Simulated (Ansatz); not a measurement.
# Mn3Sn: the cost of one run

Program: Ansatz 0.2.0. Level of theory: DFT PBE, scalar-relativistic, plane waves, PAW. These are calculated values, not measurements.

1 further run of the same task is left out (set aside as unsound or not needed).

## (1) The system as given

It takes space group P6_3/mmc (No. 194, hexagonal). The conventional cell has a = 5.523 Å, b = 5.523 Å, c = 4.423 Å, α = 90.00°, β = 90.00°, γ = 120.00°. Mn (site symmetry mm2) has 8 Mn at 2.66 to 2.86 Å and 4 Sn at 2.76 Å as nearest neighbours. Sn (site symmetry -6m2) has 12 Mn at 2.76 Å as nearest neighbours.

As a file:

```cif
data_structure
_symmetry_space_group_name_H-M 'P6_3/mmc'
_symmetry_Int_Tables_number 194
_cell_length_a 5.5234
_cell_length_b 5.5234
_cell_length_c 4.4228
_cell_angle_alpha 90.000
_cell_angle_beta 90.000
_cell_angle_gamma 120.000
_cell_volume 116.85
loop_
_atom_site_label
_atom_site_type_symbol
_atom_site_symmetry_multiplicity
_atom_site_Wyckoff_symbol
_atom_site_fract_x
_atom_site_fract_y
_atom_site_fract_z
_atom_site_occupancy
Mn1 Mn 6 h 0.83941 0.67882 0.25000 1
Sn1 Sn 2 c 0.33333 0.66667 0.25000 1
```

## (2) Volume x 0.97, shape and atoms relaxed

Input file input.yaml:

```yaml
crystal:
  lattice:
    - [5.5233709551, 0.0, 0.0]
    - [-2.7616854776, 4.7833795616, 0.0]
    - [0.0, 0.0, 4.4228086293]
  atoms:
    - { symbol: Mn, position: [0.8394106464, 0.6788212928, 0.25], spin: 3.24 }
    - { symbol: Mn, position: [0.1605893536, 0.8394106464, 0.75], spin: 3.24 }
    - { symbol: Mn, position: [0.3211787072, 0.1605893536, 0.25], spin: 3.24 }
    - { symbol: Mn, position: [0.1605893536, 0.3211787072, 0.75], spin: 3.24 }
    - { symbol: Mn, position: [0.8394106464, 0.1605893536, 0.25], spin: 3.24 }
    - { symbol: Mn, position: [0.6788212928, 0.8394106464, 0.75], spin: 3.24 }
    - { symbol: Sn, position: [0.3333333333, 0.6666666667, 0.25], spin: -0.14 }
    - { symbol: Sn, position: [0.6666666667, 0.3333333333, 0.75], spin: -0.14 }
basis:
  ecutwfc: 420
kpoints:
  mp_grid: { grid: [6, 6, 8] }
hamiltonian:
  xc: pbe
scf:
  occupations: { method: gaussian, width: 0.1 }
output:
  forces: true
  stress: true
  eigenvalues: true
  populations: true
magnetization:
  spin_polarized: true
relax:
  adjacent_minimum: "off"
  f_tol: 0.01
  max_steps: 30
  cell: { stress_tol: 0.1, fix: [volume] }
```

On the command line:

```
$ ansatz run input.yaml --threads 2 --pin off --max-ram 5120MiB --backend cpu --events-out ev --progress --plain --runs-dir out
```

What time and memory should one allow on 2 threads of Intel Xeon Platinum 8259CL at 2.50GHz (Skylake/Cascade Lake), shared host?

About 5 min, with a peak of 0.88 GiB.
